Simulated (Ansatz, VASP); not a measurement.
# Pd in VASP and in Ansatz

```
Pd
1.0
     0.00000    2.90544    2.90544
     2.90544    0.00000    2.90544
     2.90544    2.90544    0.00000
Pd
2
Cartesian
  0.7264 0.7264 0.7264
  5.0845 5.0845 5.0845
```

Alike in both runs: functional PBE; k mesh 10 × 10 × 10; occupations fermi-dirac, width 0.1 eV; no spin polarisation.

Ansatz relaxed the structure, and its values are those at the end. VASP's run is a single point on that final structure, the one shown.

|  | VASP | Ansatz |
| --- | --- | --- |
| version | VASP 6.6.1 | Ansatz 0.2.0 |
| potentials or method | VASP PAW PBE potentials, release 64 (Pd) | plane waves (420 eV) with PAW, scalar-relativistic |
| plane-wave cutoff (eV) | 520 | 420 |
| valence electrons in the cell | 20 | 36 |

|  | VASP | Ansatz | Ansatz less VASP |
| --- | --- | --- | --- |
| pressure (GPa) | -0.3 | 0.0 | +0.29 |

With one functional, cell and mesh, what is left measures potentials, basis and numerics. The two sets of potentials don't hold the same shells in valence.
